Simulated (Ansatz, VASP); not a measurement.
One calculation of La, two programs

File INCAR:

```
PREC     = Accurate       # precision mode
ENCUT    = 520            # plane-wave cutoff, eV
EDIFF    = 1E-7           # SCF threshold, eV
ISMEAR   = -1             # smearing method
SIGMA    = 0.05           # smearing width, eV
LREAL    = False          # projectors in reciprocal space
LASPH    = True           # aspherical terms in the spheres
NELM     = 80             # most SCF steps
ALGO     = Normal         # electronic algorithm
ISIF     = 2              # what is computed and relaxed
LWAVE    = False          # write WAVECAR
LCHARG   = False          # write CHGCAR
GGA      = PE             # functional
NBANDS   = 12             # bands
```

KPOINTS

```
regular mesh
0
Gamma
  9 9 9
```

The input POSCAR:

```
La
1.0
   -2.1238310710      2.1238310710      2.1238310710
    2.1238310710     -2.1238310710      2.1238310710
    2.1238310710      2.1238310710     -2.1238310710
La
1
Direct
    0.0000000000      0.0000000000      0.0000000000
```

input.yaml

```yaml
crystal:
  lattice:
    - [-2.123831071, 2.123831071, 2.123831071]
    - [2.123831071, -2.123831071, 2.123831071]
    - [2.123831071, 2.123831071, -2.123831071]
  atoms:
    - { symbol: La, position: [0.0, 0.0, 0.0] }
hamiltonian:
  xc: pbe
  pseudopotentials: { kind: paw }
kpoints:
  mp_grid: { grid: [9, 9, 9] }
scf:
  occupations: { method: fermi_dirac, width: 0.05 }
output:
  forces: true
  stress: true
  eigenvalues: true
```

This isn't the form of La at room conditions, which is double hcp.

Alike in both runs: task single point; functional PBE; k mesh 9 × 9 × 9; occupations fermi-dirac, width 0.05 eV; no spin polarisation.

|  | VASP | Ansatz |
| --- | --- | --- |
| version | VASP 6.6.1 | Ansatz 0.2.0 |
| potentials or method | VASP PAW PBE potentials, release 64 (La) | Ansatz PAW |
| plane-wave cutoff (eV) | 520 | 420 |
| valence electrons in the cell | 11 | 11 |

```csv
,VASP,Ansatz,Ansatz less VASP
gap on the k mesh at the Fermi level (eV),none,none,-
pressure (GPa),-0.5,-0.5,-0.05
```

A gap of «none» marks a metal or a gap that the smearing closes.

Spin-orbit coupling is left out, which matters for the levels of La.
